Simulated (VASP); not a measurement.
Results of a VASP single-point calculation on CO₂ (database structure)

POSCAR

```
C  O
 1.0000000000000000
     4.1925576029625269    0.0000000000000000    0.0000000000000000
    -0.0000000000000000    4.1925576029625269    0.0000000000000000
     0.0000000000000000    0.0000000000000000    4.6051156164007869
 C   O
   2   4
Cartesian
  2.0962788014812634  2.0962788014812634  2.3025578082003935
 -0.0000000000000000 -0.0000000000000000  0.0000000000000000
  1.2756605550668607  2.9168970478956671  2.3025578082003935
  2.9168970478956671  1.2756605550668607  2.3025578082003935
  0.8206182464144031  0.8206182464144032  0.0000000000000000
  3.3719393565481242  3.3719393565481242  0.0000000000000000
```

```json
{
 "gap between bands v and c": "7.25 eV",
 "least direct gap": "7.76 eV",
 "largest force": "0.70 eV/Å"
}
```

Band v is the last that the valence electrons fill when counted band by band, and c is the next. Levels in eV from the top of v:

```csv
point,v−1,v,c,c+1
Γ,-0.51,-0.51,7.25,8.19
X,-0.51,-0.51,8.86,8.86
M,0.00,0.00,9.05,9.05
Z,-0.50,-0.50,8.67,8.67
R,-0.27,-0.27,8.71,8.71
A,0.00,0.00,8.43,8.43
```

**Question.** Which of these levels of theory gave these results?
A. PBE0
B. PBEsol
C. PBE with spin–orbit coupling
D. LDA
E. r²SCAN
F. PBE
G. HSE06

**Answer.** E.

The INCAR was:

```
NSW = 0
LASPH = .TRUE.
LWAVE = .FALSE.
LCHARG = .FALSE.
EDIFF = 1E-7
NBANDS = 25
PREC = Accurate
SIGMA = 0.01
NELM = 120
LREAL = .FALSE.
ISIF = 2
METAGGA = R2SCAN
ENCUT = 520
ISMEAR = 0
IBRION = -1
ALGO = Normal
```
